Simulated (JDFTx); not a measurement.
The system is TiC.

```
Ti C
1.0
     0.00000    2.16572    2.16572
     2.16572    0.00000    2.16572
     2.16572    2.16572    0.00000
Ti C
1 1
Direct
  0.00000 0.00000 0.00000
  0.50000 0.50000 0.50000
```

The cell is a database's computed one.

Below is the output of JDFTx 1.7.0 (patched build) for this cell. Logs are shortened: lines on timing, memory, paths and dates and some standing lists are left out, and cuts for length are marked.

```text
*************** JDFTx 1.7.0 (patched build) ***************

Input parsed successfully to the following command list (including defaults):
[... the input with its defaults ...]

---------- Initializing the Grid ----------
R =
[            0      4.09262      4.09262  ]
[      4.09262            0      4.09262  ]
[      4.09262      4.09262            0  ]
unit cell volume = 137.099
G =
[  -0.767625   0.767625   0.767625  ]
[   0.767625  -0.767625   0.767625  ]
[   0.767625   0.767625  -0.767625  ]
Minimum fftbox size, Smin = [  56  56  56  ]
Chosen fftbox size, S = [  56  56  56  ]

---------- Initializing tighter grid for wavefunction operations ----------
R =
[            0      4.09262      4.09262  ]
[      4.09262            0      4.09262  ]
[      4.09262      4.09262            0  ]
unit cell volume = 137.099
G =
[  -0.767625   0.767625   0.767625  ]
[   0.767625  -0.767625   0.767625  ]
[   0.767625   0.767625  -0.767625  ]
Minimum fftbox size, Smin = [  40  40  40  ]
Chosen fftbox size, S = [  40  40  40  ]

---------- Exchange Correlation functional ----------
Initialized LibXC exchange functional 'Re-regularized SCAN exchange by Furness et al'
Initialized LibXC correlation functional 'Re-regularized SCAN correlation by Furness et al'

---------- Setting up pseudopotentials ----------
Width of ionic core gaussian charges (only for fluid interactions / plotting) set to 0

Reading pseudopotential file 'pseudo/Ti.upf':
  'Ti' pseudopotential, 'PBE' functional
  Generated using ONCVPSP code by D. R. Hamann
  12 valence electrons, 0 orbitals, 6 projectors, 602 radial grid points, with lMax = 2
  Core radius for overlap checks: 2.07 bohrs.

Reading pseudopotential file 'pseudo/C.upf':
  'C' pseudopotential, 'PBE' functional
  Generated using ONCVPSP code by D. R. Hamann
  4 valence electrons, 0 orbitals, 4 projectors, 602 radial grid points, with lMax = 1
  Core radius for overlap checks: 1.23 bohrs.

Initialized 2 species with 2 total atoms.

Folded 50 k-points by 1x1x1 to 50 k-points.

---------- Setting up k-points, bands, fillings ----------
No reducable k-points.
Computing the number of bands and number of electrons
Calculating initial fillings.
nElectrons:  16.000000   nBands: 14   nStates: 50

----- Setting up reduced wavefunction bases (one per k-point) -----
average nbasis = 2313.320 , ideal nbasis = 2315.164

---------- Setting up ewald sum ----------
Optimum gaussian width for ewald sums = 1.858795 bohr.
Real space sum over 1331 unit cells with max indices [  5  5  5  ]
Reciprocal space sum over 2197 terms with max indices [  6  6  6  ]

---------- Allocating electronic variables ----------
Reading n from file 'run.n' ... done
Reading tau from file 'run.tau' ... done
Initializing wave functions:  (No orbitals for LCAO)  bandwidth-limited random numbers

----------- Band structure minimization -------------
Minimization will be done independently for each quantum number.

---- Minimization of quantum number:     0  [ +0.0000000 +0.0000000 +0.0000000 ]  0.040000000 ----
BandDavidson: Iter:   0  Eband: +0.377015376843069
BandDavidson: Iter:   1  Eband: +0.162281207079243  dEband: -2.147342e-01
BandDavidson: Iter:   2  Eband: +0.105190684614385  dEband: -5.709052e-02
BandDavidson: Iter:   3  Eband: +0.090984035164959  dEband: -1.420665e-02
[... 759 lines of inner loops ...]
BandDavidson: Iter:  10  Eband: +0.086767784605094  dEband: -3.454965e-06
BandDavidson: Iter:  11  Eband: +0.086766834722087  dEband: -9.498830e-07
BandDavidson: Converged (dEband<1.000000e-06)
	FillingsUpdate:  mu: +0.565219137  nElectrons: 16.000000
WARNING: these k-points are no uniform mesh, so that mu and the fillings of partly filled bands are only those of these points: take mu from the calculation that made the density or potential.

Dumping 'bands.eigStats' ...
	eMin: -1.634764 at state 20 ( [ +0.000000 +0.000000 +0.000000 ] spin 0 )
	HOMO: +0.563024 at state 19 ( [ +0.046875 +0.046875 +0.093750 ] spin 0 )
	mu  : +0.565219
	LUMO: +0.566192 at state 1 ( [ +0.071429 +0.000000 +0.071429 ] spin 0 )
	eMax: +1.089587 at state 33 ( [ +0.500000 +0.250000 -0.250000 ] spin 0 )
	HOMO-LUMO gap: +0.003167
	Optical gap  : +0.020375 at state 1 ( [ +0.071429 +0.000000 +0.071429 ] spin 0 )
Done!
[note: mu, HOMO and LUMO in a band run belong to the points of the path alone and aren't those of the crystal]
```

**Question.** What input gives this log?

**Answer.** Band structure with r2SCAN, no spin polarisation. The files as run (others can give the same):

bands.in
```
lattice \
    0.0000000000     4.0926154775     4.0926154775 \
    4.0926154775     0.0000000000     4.0926154775 \
    4.0926154775     4.0926154775     0.0000000000
coords-type Cartesian
ion Ti     0.0000000000     0.0000000000     0.0000000000 1
ion C      4.0926154775     4.0926154775     4.0926154775 1

ion-species pseudo/Ti.upf
ion-species pseudo/C.upf
elec-cutoff 50 400
elec-ex-corr mgga-x-r2scan mgga-c-r2scan
elec-smearing Fermi 0.0018374661
elec-n-bands 14
electronic-minimize nIterations 30 energyDiffThreshold 1e-06
davidson-band-ratio 1.3
forces-output-coords Cartesian
include path.kpoints
symmetries none
fix-electron-density run.$VAR

dump-name bands.$VAR
dump End Ecomponents EigStats BandEigs Kpoints Forces
```

path.kpoints
```
kpoint +0.0000000000 +0.0000000000 +0.0000000000 0.020000000000
kpoint +0.0714285714 +0.0000000000 +0.0714285714 0.020000000000
kpoint +0.1428571429 +0.0000000000 +0.1428571429 0.020000000000
kpoint +0.2142857143 +0.0000000000 +0.2142857143 0.020000000000
kpoint +0.2857142857 +0.0000000000 +0.2857142857 0.020000000000
kpoint +0.3571428571 +0.0000000000 +0.3571428571 0.020000000000
kpoint +0.4285714286 +0.0000000000 +0.4285714286 0.020000000000
kpoint +0.5000000000 +0.0000000000 +0.5000000000 0.020000000000
kpoint +0.5000000000 +0.0833333333 +0.5833333333 0.020000000000
kpoint +0.5000000000 +0.1666666667 +0.6666666667 0.020000000000
kpoint +0.5000000000 +0.2500000000 +0.7500000000 0.020000000000
kpoint +0.4375000000 +0.3125000000 +0.7500000000 0.020000000000
kpoint +0.3750000000 +0.3750000000 +0.7500000000 0.020000000000
kpoint +0.3281250000 +0.3281250000 +0.6562500000 0.020000000000
kpoint +0.2812500000 +0.2812500000 +0.5625000000 0.020000000000
kpoint +0.2343750000 +0.2343750000 +0.4687500000 0.020000000000
kpoint +0.1875000000 +0.1875000000 +0.3750000000 0.020000000000
kpoint +0.1406250000 +0.1406250000 +0.2812500000 0.020000000000
kpoint +0.0937500000 +0.0937500000 +0.1875000000 0.020000000000
kpoint +0.0468750000 +0.0468750000 +0.0937500000 0.020000000000
kpoint +0.0000000000 +0.0000000000 +0.0000000000 0.020000000000
kpoint +0.0833333333 +0.0833333333 +0.0833333333 0.020000000000
kpoint +0.1666666667 +0.1666666667 +0.1666666667 0.020000000000
kpoint +0.2500000000 +0.2500000000 +0.2500000000 0.020000000000
kpoint +0.3333333333 +0.3333333333 +0.3333333333 0.020000000000
kpoint +0.4166666667 +0.4166666667 +0.4166666667 0.020000000000
kpoint +0.5000000000 +0.5000000000 +0.5000000000 0.020000000000
kpoint +0.5250000000 +0.4500000000 +0.5250000000 0.020000000000
kpoint +0.5500000000 +0.4000000000 +0.5500000000 0.020000000000
kpoint +0.5750000000 +0.3500000000 +0.5750000000 0.020000000000
kpoint +0.6000000000 +0.3000000000 +0.6000000000 0.020000000000
kpoint +0.6250000000 +0.2500000000 +0.6250000000 0.020000000000
kpoint +0.5625000000 +0.2500000000 +0.6875000000 0.020000000000
kpoint +0.5000000000 +0.2500000000 +0.7500000000 0.020000000000
kpoint +0.5000000000 +0.2916666667 +0.7083333333 0.020000000000
kpoint +0.5000000000 +0.3333333333 +0.6666666667 0.020000000000
kpoint +0.5000000000 +0.3750000000 +0.6250000000 0.020000000000
kpoint +0.5000000000 +0.4166666667 +0.5833333333 0.020000000000
kpoint +0.5000000000 +0.4583333333 +0.5416666667 0.020000000000
kpoint +0.5000000000 +0.5000000000 +0.5000000000 0.020000000000
kpoint +0.4791666667 +0.4791666667 +0.5416666667 0.020000000000
kpoint +0.4583333333 +0.4583333333 +0.5833333333 0.020000000000
kpoint +0.4375000000 +0.4375000000 +0.6250000000 0.020000000000
kpoint +0.4166666667 +0.4166666667 +0.6666666667 0.020000000000
kpoint +0.3958333333 +0.3958333333 +0.7083333333 0.020000000000
kpoint +0.3750000000 +0.3750000000 +0.7500000000 0.020000000000
kpoint +0.6250000000 +0.2500000000 +0.6250000000 0.020000000000
kpoint +0.5833333333 +0.1666666667 +0.5833333333 0.020000000000
kpoint +0.5416666667 +0.0833333333 +0.5416666667 0.020000000000
kpoint +0.5000000000 +0.0000000000 +0.5000000000 0.020000000000
```

Potentials or basis: SG15-PBE-1.2 with smoothed tails.
Run with:
```sh
$ jdftx -c 1 -i bands.in -o bands.out
```
